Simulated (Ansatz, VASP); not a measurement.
**Cs2AgBiBr6: VASP beside Ansatz**

```
CELL_PARAMETERS angstrom
0.00000 5.61610 5.61610
5.61610 0.00000 5.61610
5.61610 5.61610 0.00000
ATOMIC_POSITIONS crystal
Bi 0.00000 0.00000 0.00000
Cs 0.75000 0.75000 0.75000
Cs 0.25000 0.25000 0.25000
Ag 0.50000 0.50000 0.50000
Br 0.74945 0.74945 0.25055
Br 0.25055 0.25055 0.74945
Br 0.74945 0.25055 0.25055
Br 0.74945 0.25055 0.74945
Br 0.25055 0.74945 0.74945
Br 0.25055 0.74945 0.25055
```

Alike in both runs: task relaxation of cell and atoms; functional PBEsol; dispersion D3(BJ); k mesh 3 × 3 × 3; occupations fermi-dirac, width 0.05 eV; no spin polarisation.

|  | VASP | Ansatz |
| --- | --- | --- |
| version | VASP 6.6.1 | Ansatz 0.2.0 |
| potentials or method | VASP PAW PBE potentials, release 64 (Bi_d, Cs_sv, Ag, Br) | Ansatz PAW |
| plane-wave cutoff (eV) | 600 | 420 |
| valence electrons in the cell | 86 | 94 |

VASP gave:

| Quantity | Value |
| --- | --- |
| gap on the k mesh at the Fermi level, each at its own relaxed structure (eV) | 1.72 |
| relaxed volume (Å³/atom) | 33.53 |
| relaxed cell length with the largest relative difference (Å) | 7.798 |
| energy change over the relaxation (meV/atom) | -12 |

Problem. What did Ansatz give for the same quantities?

Solution. gap on the k mesh at the Fermi level, each at its own relaxed structure (eV): 1.72; relaxed volume (Å³/atom): 33.60; relaxed cell length with the largest relative difference (Å): 7.804; energy change over the relaxation (meV/atom): -12.

The two sets of potentials don't hold the same shells in valence.

Caveats: spin-orbit coupling is left out, which as a rule narrows the gap of such compounds by several tenths of an eV; the PAW data sets were made with another functional, which shifts forces and pressure a little (VASP); an odd mesh through Γ misses points on the zone boundary, where band edges often lie (VASP); odd divisions of the mesh miss points on the zone boundary, where band edges often lie, so the gap on the mesh can be too wide (Ansatz); the plane-wave basis is chosen anew once the cell has moved, so the energies of steps on either side of that aren't comparable (Ansatz); the PAW data sets come from PBE, with cores solved anew for the run's functional, which leaves a small shift of forces and pressure (Ansatz).
